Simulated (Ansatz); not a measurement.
Working through cell relaxations under several functionals of CaO, space group Fm-3m

With Ansatz 0.2.0 through its Python package.

The cells in order, each with its output:

```python
import warnings

import ansatz as az
import numpy as np
```

```python
CUTOFF_EV = 470
MESH = (6, 6, 6)
OCCUPATIONS = "fermi_dirac"
WIDTH_EV = 0.01
```

```python
def edges_and_angles(cell):
    cell = np.asarray(cell)
    a, b, c = np.linalg.norm(cell, axis=1)
    cosines = cell[1] @ cell[2] / (b * c), cell[0] @ cell[2] / (a * c), cell[0] @ cell[1] / (a * b)
    return (a, b, c, *np.degrees(np.arccos(cosines)))
```

```python
warnings.simplefilter("ignore", az.DeckWarning)
```

```python
crystal = (
    az.Lattice.of((0.0, 2.4065, 2.4065), (2.4065, 0.0, 2.4065), (2.4065, 2.4065, 0.0))
    .atom("Ca", (0.0, 0.0, 0.0))
    .atom("O", (0.5, 0.5, 0.5))
)
```

```python
job = crystal.calculation()
job = job.basis(CUTOFF_EV).kpoints(*MESH)
job = job.occupations(OCCUPATIONS, width=WIDTH_EV)
job = job.relax(cell=True)

levels = [("r2scan", "rvv10"), ("rpbe", "none"), ("pbesol", "none"), ("r2scan", "none")]
print("level            a       b       c    alpha   beta  gamma  V/atom  steps")
for name, dispersion in levels:
    seen = []
    run = job.functional(name, dispersion=dispersion).session().plan()
    res = run.execute(on_event=lambda e: seen.append(e) if e["event"] == "relax_step" else None)
    cell = res.lattice.cell_ang
    label = name if dispersion == "none" else f"{name}+{dispersion}"
    print("{:13s} {:7.4f} {:7.4f} {:7.4f} {:6.2f} {:6.2f} {:6.2f}".format(label, *edges_and_angles(cell)), f"{abs(np.linalg.det(cell)) / len(res.lattice.sites):7.3f} {len(seen):5d}")
```

    level            a       b       c    alpha   beta  gamma  V/atom  steps
    r2scan+rvv10   3.3802  3.3802  3.3802  60.00  60.00  60.00  13.655     4
    rpbe           3.4575  3.4575  3.4575  60.00  60.00  60.00  14.613     4
    pbesol         3.3714  3.3714  3.3714  60.00  60.00  60.00  13.548     4
    r2scan         3.3906  3.3906  3.3906  60.00  60.00  60.00  13.781     4

From smallest to largest: PBEsol (13.55 Å³ an atom, -2.8 % against the start), r2SCAN+RVV10 (13.66 Å³ an atom, -2.0 % against the start), r2SCAN (13.78 Å³ an atom, -1.1 % against the start) and RPBE (14.61 Å³ an atom, +4.9 % against the start). The spread is 7.9 % in volume.

The cutoff lies under the one recommended for these potentials in some of the runs. Forces vanish by symmetry, so the ions can't move, and the end may be a saddle. Edges and angles are those of the cell as typed, here a primitive one, not of the conventional cell. The structure is a deposited one; some such entries were measured under pressure or heat, so a shift against it needn't be the functional's error alone. The script silences the warnings on its input, which a real study should read. Wall time of the script: 17 s on 1 thread of Arm Neoverse V1, on a shared host, peak memory 0.44 GiB.

(Lines on the test bed's own set-up are left out of the output.)
